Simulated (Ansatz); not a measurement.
## How much do the gradients of SiO2 depend on the method?

Cell: a Materials Project structure (computed, not necessarily an observed phase), atoms as given.

```cif
data_SiO2
_symmetry_space_group_name_H-M 'Pccn'
_symmetry_Int_Tables_number 56
_cell_length_a 4.7116
_cell_length_b 8.0926
_cell_length_c 8.5306
_cell_angle_alpha 90.000
_cell_angle_beta 90.000
_cell_angle_gamma 90.000
loop_
_atom_site_label
_atom_site_type_symbol
_atom_site_symmetry_multiplicity
_atom_site_Wyckoff_symbol
_atom_site_fract_x
_atom_site_fract_y
_atom_site_fract_z
Si Si 8 e 0.1440 0.0630 0.1591
O9 O 8 e 0.5883 0.0542 0.7990
O12 O 4 c 0.2500 0.2500 0.6393
O16 O 4 a 0.0000 0.5000 0.5000
```

One atom of each set is listed.

First run. Computed with Ansatz: DFT, PBE, plane waves and PAW, scalar-relativistic, 420 eV cutoff, Γ-centred 5×3×3 k-points, Fermi–Dirac smearing 0.02 eV.

```tsv
site	V_zz (10²¹ V/m²)	η
Si	0.77	0.88
O9	8.83	0.32
O12	10.13	0.07
O16	10.27	0.04
```

Second run. The same atoms and settings, except that the functional is r2SCAN and the cutoff is 500 eV.

Question: Given the first result, estimate the second.

Answer: 

```csv
site,V_zz,η,change of V_zz
Si,0.74,0.90,-0.03
O9,8.69,0.32,-0.14
O12,9.97,0.07,-0.16
O16,10.12,0.04,-0.15
```

The largest change of V_zz is on O12, from 10.13 to 9.97. In per cent, |V_zz| changes by -5 on Si, -2 to -1 on O (all sites that start above 0.5).

For the first run: At this cell the PBE pressure is 5 GPa, so with PBE the cell would grow if it were relaxed. The entry's cell may itself be off. The largest force is 0.4 eV/Å, so the atoms aren't at the calculated equilibrium and relaxing them would move these values.
